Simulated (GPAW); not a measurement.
As:

```
As
1.0
     2.97948   -0.10062    0.32377
    -0.10062    2.58301    0.26188
     0.32377    0.26188    2.54855
As
1
Cartesian
  1.6013 1.3721 1.5671
```

The cell isn't the ideal one: cell sheared at random, sigma 0.1, atoms nudged by 0.01 Å.

Base run:

| Quantity | Value |
| --- | --- |
| Program | GPAW 26.7.0 |
| Functional | AM05 |
| Potentials or basis | PAW data sets generated in the run's folder for this functional |
| Cutoff | 600 eV |
| Basis | pw |
| k mesh | 9 × 10 × 11 |
| Occupations | fermi-dirac, width 0.05 eV |
| Spin | no spin polarisation |

Its results: band gap on the k mesh none (metal or under the smearing width); pressure 3.0 GPa.

Question: The run is repeated on the same cell with these changes: functional from AM05 to PBE; potentials or basis from PAW data sets generated in the run's folder for this functional to GPAW PAW data sets (gpaw-data 1.2.1). What comes out?

Answer: Band gap on the k mesh none (metal or under the smearing width); pressure 7.6 GPa.
